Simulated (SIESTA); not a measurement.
Runs of SIESTA 5.4.2 on Cu. Symmetry: Fm-3m, No. 225, cubic system. The conventional cell has a = 3.615 Å, b = 3.615 Å, c = 3.615 Å, α = 90.00°, β = 90.00°, γ = 90.00°. Cu (site symmetry m-3m) is surrounded by 12 Cu at 2.56 Å. 

| task | level | potentials or basis | cell | optimiser | force tolerance | gap on the mesh (eV) | pressure (GPa) |
| --- | --- | --- | --- | --- | --- | --- | --- |
| relaxation of cell and atoms | PBEsol | PseudoDojo 0.4 standard (PBEsol files), DZP (energy shift 0.003 Ry; two zetas on semicore shells) | relaxed | Broyden | 0.04 eV/Å | none | 0.0 |
| single point | PBE | PseudoDojo 0.4 standard (PBE files), SZP (energy shift 0.003 Ry) | as given | - | - | none | (a) |
| single point | PBE | PseudoDojo 0.4 standard (PBE files), SZ (energy shift 0.003 Ry) | as given | - | - | none | 40.1 |
| single point | PBE | PseudoDojo 0.4 standard (PBE files), DZP (energy shift 0.003 Ry; two zetas on semicore shells) | as given | - | - | none | 1.1 |

Alike in all rows: no spin polarisation; k mesh 13 × 13 × 13; smearing fermi-dirac 0.05 eV; grid cutoff 800 Ry; energy shift 0.003 Ry.

**Question.** Fill in the values left out.

**Answer.** (a) -0.8.

Caveats: short orbitals over semicore shells can move pressures by several GPa; the basis of atomic orbitals isn't converged, which shifts pressures, moduli and gaps; the basis has no polarisation orbitals (some runs); a pressure of tens of GPa on the cell as given is suspect, and the run, the potentials or the cell itself is likely at fault (some runs).

A gap of «none» marks a metal or a gap under the smearing width.
